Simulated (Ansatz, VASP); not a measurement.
## One calculation of Ti, two programs

The input INCAR:

```
SYSTEM = Ti
AGGAC = 1.0
AGGAX = 1.0
ALDAC = 0.0
ALDAX = 1.0
ALGO = Fast
EDIFF = 1E-6
ENCUT = 520
GGA = B5
ISIF = 2
ISMEAR = -1
LASPH = .True.
LCHARG = .False.
LREAL = .False.
LWAVE = .False.
NBANDS = 12
NELM = 60
PREC = Accurate
SIGMA = 0.1
```

File KPOINTS:

```
k-points
0
Gamma
  15 15 15
  0 0 0
```

The input POSCAR:

```
Ti
1.0
   -1.6418477001      1.6418477001      1.6418477001
    1.6418477001     -1.6418477001      1.6418477001
    1.6418477001      1.6418477001     -1.6418477001
Ti
1
Direct
    0.0000000000      0.0000000000      0.0000000000
```

Input for Ansatz:

```yaml
crystal:
  lattice:
    - [-1.6418477001, 1.6418477001, 1.6418477001]
    - [1.6418477001, -1.6418477001, 1.6418477001]
    - [1.6418477001, 1.6418477001, -1.6418477001]
  atoms:
    - { symbol: Ti, position: [0.0, 0.0, 0.0] }
hamiltonian:
  xc: blyp
  pseudopotentials:
    kind: paw
    azcp:
      Ti: "pseudopotentials/Ti.paw.azcp"
basis:
  ecutwfc: 420
  fft_grid_basis: typed
kpoints:
  mp_grid: { grid: [15, 15, 15], shift: [0, 0, 0] }
magnetization:
  spin_polarized: false
scf:
  occupations: { method: fermi_dirac, width: 0.1 }
  lower_state_search: "off"
output:
  stress: true
```

Alike in both runs: task single point; functional BLYP; k mesh 15 × 15 × 15; occupations fermi-dirac, width 0.1 eV; no spin polarisation.

|  | VASP | Ansatz |
| --- | --- | --- |
| version | VASP 6.6.1 | Ansatz 0.2.0 |
| potentials or method | VASP PAW PBE potentials, release 64 (Ti_sv) | plane waves (420 eV) with PAW, scalar-relativistic |
| plane-wave cutoff (eV) | 520 | 420 |
| valence electrons in the cell | 12 | 12 |

|  | VASP | Ansatz | Ansatz less VASP |
| --- | --- | --- | --- |
| pressure (GPa) | -0.1 | 0.0 | +0.07 |

With one functional, cell and mesh, what is left measures potentials, basis and numerics.

Caveats: the PAW data sets were made with another functional, which shifts forces and pressure a little (VASP).
